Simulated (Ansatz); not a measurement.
# Co (P6_3/mmc) in Ansatz: single point with PBE

Aim: the single point of Co with PBE.

Everything below comes from runs of Ansatz 0.2.0. Logs are shortened: lines on timing, memory, paths and dates and some standing lists are left out, and cuts for length are marked.

## Step 1: The structure

It takes space group P6_3/mmc (No. 194, hexagonal). Conventional cell: a = 2.472 Å, b = 2.472 Å, c = 4.021 Å, α = 90.00°, β = 90.00°, γ = 120.00°. Co (site symmetry -6m2) has 12 Co at 2.47 Å as nearest neighbours.

## Step 2: Single point, PBE, collinear spin, ferromagnetic start

input.yaml

```yaml
crystal:
  lattice:
    - [2.4719999032, 0.0, 0.0]
    - [-1.2359999516, 2.1408147143, 0.0]
    - [0.0, 0.0, 4.02114408]
  atoms:
    - { symbol: Co, position: [0.6666666667, 0.3333333333, 0.75], spin: 2.0 }
    - { symbol: Co, position: [0.3333333333, 0.6666666667, 0.25], spin: 2.0 }
hamiltonian:
  xc: pbe
  pseudopotentials: { kind: paw }
magnetization:
  spin_polarized: true
kpoints:
  mp_grid: { grid: [12, 12, 7] }
scf:
  occupations: { method: fermi_dirac, width: 0.05 }
basis:
  ecutwfc: "250 eV"
output:
  forces: true
  stress: true
  eigenvalues: true
```

Potentials or basis: Ansatz PAW.

The run is started by

```sh
ansatz run input.yaml --threads 2 --pin off --max-ram 5120MiB --backend cpu --events-out ev --progress --plain --runs-dir out
```

What it wrote:

```text
Warning: basis.ecutwfc = 250 eV is below the records' recommended 420 eV, and the density's cutoff is lower with it unless basis.ecutrho_ratio is high enough to keep the records' density cutoff: compare with a run at a higher cutoff
Warning: RAYON_NUM_THREADS=2 ignored (pool sized by the plan → 2); use --threads N
Engine: ansatz 0.2.0, aarch64-unknown-linux-gnu
Pseudopotentials: kind: paw
Pseudopotential: Co, paw, valence charge 17, recommended cutoff 420 eV (normal), Co.paw.azcp
Functional definition: PBE
  parameter kappa = 0.804
  parameter beta = 0.06672455060314922
  exchange = pbe_x(kappa = kappa, mu = beta*pi^2/3)
  correlation = pbe_c(beta = beta)
Crystal: 2 atoms, lattice volume = 21.280 Å³
Basis set: ecut = 250 eV, 197 PW (Γ), exchange–correlation on 30×30×48 points (8 copies of the dense FFT grid, shifted against one another)
Bands: 23, of which v1, the nominal top of the filled ones, is band 17 counted from 1 (16 counted from 0)
Symmetry: 24 space group operations
Space group: P63/mmc (ITA 194), of the structure as read, at distance tolerance 2.8e-5 Å
Magnetic group: BNS 194.263 (UNI 1493), of the structure as read, at distance tolerance 2.8e-5 Å
k-points: 76 of 1008
Non-local potential: Co, projectors of the file, l = 0: 3, l = 1: 2, l = 2: 3, l = 3: 1
PAW form: soft (Blöchl's): semilocal exchange-correlation on the pseudo side does not see the compensation charge
PAW one-centre angular grid: Co, 590 points (default); XC on 64 Gauss nodes
Initial density: superposition of atomic densities (chi_scale 0.1, normalization cell)
Starting moments: Σ|m| = 4 μB on 2 of 2 sites
Initial wavefunctions: pseudopotential atomic-orbital guess
Functional: x = pbe(κ = 0.804, μ = 0.2195149727645171), c = pbe(β = 0.06672455060314922)
SCF iter   1: F=—  HF=-10244.469514 eV  |F-HF|=—  |Δ(HF+E_count)|=         —  Δρ=1.20e-1 (↑1.04e-1 ↓1.20e-1)  dr2=4.66e0  dr2_m=4.38e-2  M=3.492 μB ∫|m|=3.642 μB  β_m=0.30  ethr=3.10e-3  ⟨swp⟩=3.7  Hψ=12080  notcnv=0
Mixer restart at iter 1: flushing history
preconditioner: auto → none  [metal: Δε(μ)=0.002 eV  Ē_g=9.235 eV  σ=0.050 eV  W_gap=0.01  n_scr=8 (ndim 8)  ℏωp=34.2 eV  f_vac=0.000  D(μ)=1.79/eV (n_scr^D=22)  sad-step TF]
SCF iter   2: F=—  HF=-10241.520898 eV  |F-HF|=—  |Δ(HF+E_count)|=    2.95e0  Δρ=2.43e-2 (↑1.83e-2 ↓2.43e-2)  dr2=2.19e-2  dr2_m=6.75e-2  M=3.539 μB ∫|m|=3.737 μB  β_m=0.34  ethr=3.10e-3  ⟨swp⟩=2.0  Hψ=7792  notcnv=0  defer=83
SCF iter   3: F=—  HF=-10242.309034 eV  |F-HF|=—  |Δ(HF+E_count)|=   7.88e-1  Δρ=3.54e-2 (↑3.54e-2 ↓2.26e-2)  dr2=4.31e-1  dr2_m=1.88e-2  M=3.438 μB ∫|m|=3.669 μB  β_m=0.47  ethr=6.45e-5  ⟨swp⟩=2.1  Hψ=7602  notcnv=0  defer=71
SCF iter   4: F=—  HF=-10243.496990 eV  |F-HF|=—  |Δ(HF+E_count)|=    1.19e0  Δρ=7.07e-3 (↑7.07e-3 ↓6.40e-3)  dr2=8.32e-3  dr2_m=4.68e-3  M=3.315 μB ∫|m|=3.594 μB  β_m=0.60  ethr=6.45e-5  ⟨swp⟩=2.1  Hψ=7081  notcnv=0  defer=65
SCF iter   5: F=—  HF=-10243.657996 eV  |F-HF|=—  |Δ(HF+E_count)|=   1.61e-1  Δρ=3.58e-3 (↑2.46e-3 ↓3.58e-3)  dr2=2.48e-3  dr2_m=1.29e-4  M=3.240 μB ∫|m|=3.554 μB  β_m=0.74  ethr=2.45e-5  ⟨swp⟩=2.0  Hψ=8011  notcnv=0  defer=53
SCF iter   6: F=—  HF=-10243.657807 eV  |F-HF|=—  |Δ(HF+E_count)|=   1.89e-4  Δρ=4.19e-4 (↑4.19e-4 ↓1.09e-4)  dr2=2.66e-5  dr2_m=9.97e-6  M=3.245 μB ∫|m|=3.561 μB  β_m=0.74  ethr=7.30e-6  ⟨swp⟩=2.2  Hψ=5400  notcnv=0  defer=53
SCF iter   7: F=—  HF=-10243.657881 eV  |F-HF|=—  |Δ(HF+E_count)|=   7.36e-5  Δρ=1.59e-4 (↑1.59e-4 ↓3.61e-5)  dr2=3.88e-6  dr2_m=1.22e-6  M=3.243 μB ∫|m|=3.561 μB  β_m=0.87  ethr=7.83e-8  ⟨swp⟩=2.3  Hψ=4749  notcnv=0  defer=53
SCF iter   8: F=—  HF=-10243.657885 eV  |F-HF|=—  |Δ(HF+E_count)|=   4.37e-6  Δρ=4.29e-5 (↑9.48e-6 ↓4.29e-5)  dr2=1.34e-7  dr2_m=1.32e-7  M=3.243 μB ∫|m|=3.561 μB  β_m=0.90  ethr=1.14e-8  ⟨swp⟩=2.4  Hψ=5531  notcnv=0  defer=53
SCF iter   9: F=—  HF=-10243.657885 eV  |F-HF|=—  |Δ(HF+E_count)|=   1.26e-8  Δρ=2.21e-5 (↑3.69e-6 ↓2.21e-5)  dr2=5.40e-8  dr2_m=2.71e-8  M=3.243 μB ∫|m|=3.561 μB  β_m=0.95  ethr=3.94e-10  ⟨swp⟩=1.5  Hψ=3982  notcnv=0  defer=53
SCF iter  10: F=-10243.657885 eV  HF=-10243.657885 eV  |F-HF|=8.57e-9  |Δ(HF+E_count)|=   9.88e-9  Δρ=6.71e-6 (↑3.61e-6 ↓6.71e-6)  dr2=1.20e-8  dr2_m=9.87e-10  M=3.243 μB ∫|m|=3.561 μB  ethr=1.59e-10  ⟨swp⟩=3.3  Hψ=10945  notcnv=0
SCF 1 converged in 10 iterations: F = -10243.657885 eV  dr2 = 1.20e-8
SCF converged after 10 iterations
Magnetization: 3.2428 μB (18.6214 up, 15.3786 down)
Absolute magnetization: 3.5614 μB (∫|ρ↑−ρ↓|, with the PAW one-centre terms)
Spin contamination: 0.0514 ħ² per cell (⟨S²⟩ above its minimum at these occupations)
Per-site moments (μB) at R_I (Å): [(1.6933940253978252, 1.017072079847606), (1.693394025397826, 1.017072079847606)]
Free energy (F): -10243.657885 eV
Harris-Foulkes:  -10243.657885 eV  (|F-HF|=8.57e-9)
Internal energy: -10243.639411 eV  (E = F + TS)
E sigma→0 (E₀):  -10243.648648 eV
Entropy (-TS):   -0.018475 eV (-9.237 meV/atom)
Fermi energy:    18.601671 eV
--- Per-component energies (eV) ---
  E_band       = -496.709958
  E_kinetic    = 923.506087
  E_local      = -5664.539989  (includes V_loc(G=0)·N_el)
  E_nonlocal   = 983.326432
  E_hartree    = 2395.070515
  E_xc         = -316.207181
  E_vxc        = -408.003601  (∫ρ·V_xc dr)
  E_paw        = -3100.218592  (= ΣΔE_a)
  E_vpaw       = -1121.127124  (= ΣTr[D̂ρ^β])
  E_aug_tail   = -0.023636  (compensation charges beyond the density's cutoff)
  E_ewald      = -5464.553046
  E_smearing   = -0.018475  (= −TS)
  E_closure    = 0.000000  (closes the sum)
  Σ components = -10243.657885   (vs F -10243.657885, Δ=0.00e0)
--- Forces (eV/Å), atoms counted from 1 ---
  atom   1  Co     0.00000000    -0.00000000     0.00000000
  atom   2  Co     0.00000000     0.00000000     0.00000000
  max |Σ_I F_I| component: 5.78e-19 eV/Å
--- Stress (GPa, compression-positive) ---
       22.222986      -0.000000       0.000000
       -0.000000      22.222986       0.000000
        0.000000       0.000000      17.596739
  P = ⅓ Tr σ = 20.6809 GPa (206.809 kbar)
--- Band table (eV; the first three rows and the last of 152) ---
  k-point 0 ↑: bands = ["-77.7715", "-77.6358", "-41.3804", "-41.0926", "-41.0926", "-41.0677", "-41.0677", "-41.0201", "9.9399", "13.5607", "16.0337", "16.0521", "16.0521", "16.1427", "16.1427", "16.5588", "16.5588", "17.8226", "17.8226", "18.7947", "25.1390", "41.0080", "43.8875"]
  k-point 1 ↑: bands = ["-77.6389", "-77.6208", "-41.3574", "-41.0721", "-41.0721", "-41.0603", "-41.0603", "-40.9415", "10.1729", "13.5349", "16.0192", "16.0192", "16.1054", "16.1292", "16.1292", "16.8594", "16.8594", "17.8126", "17.8126", "18.0131", "26.3251", "40.9158", "42.7546"]
  k-point 2 ↑: bands = ["-77.7760", "-77.6175", "-41.3176", "-41.1149", "-41.0881", "-41.0881", "-41.0429", "-41.0429", "10.7452", "13.3672", "15.7051", "15.9627", "15.9627", "16.0218", "16.0218", "16.6050", "17.0037", "17.0037", "17.7357", "17.7357", "28.9602", "39.0343", "41.3085"]
  k-point 75 ↓: bands = ["-75.5893", "-75.5893", "-39.3905", "-39.3905", "-39.2972", "-39.2672", "-39.0481", "-39.0481", "16.0555", "16.0910", "16.2673", "16.2673", "17.0051", "17.0051", "18.4829", "18.7533", "19.6041", "19.6041", "25.1366", "25.1366", "26.1136", "27.3986", "29.3464"]
```

It took 3.4 s on 2 threads of Arm Neoverse N1, shared host; peak memory 0.3 GiB.

What came out:

```
Free energy            : -10243.6579 eV
Pressure               : 20.7 GPa
Band gap on the k mesh : none (metal or under the smearing width)
Net moment             : 3.24 μB per cell
Absolute moment        : 3.56 μB per cell
Site moments           : Co +1.69 μB
```

Caveat: so large a pressure means that the cell lies far from this level's equilibrium, or that cutoff or potentials fall short; the pressure holds a Pulay correction of +386.5 GPa for the finite cutoff; the cutoff lies under the one recommended for these potentials.
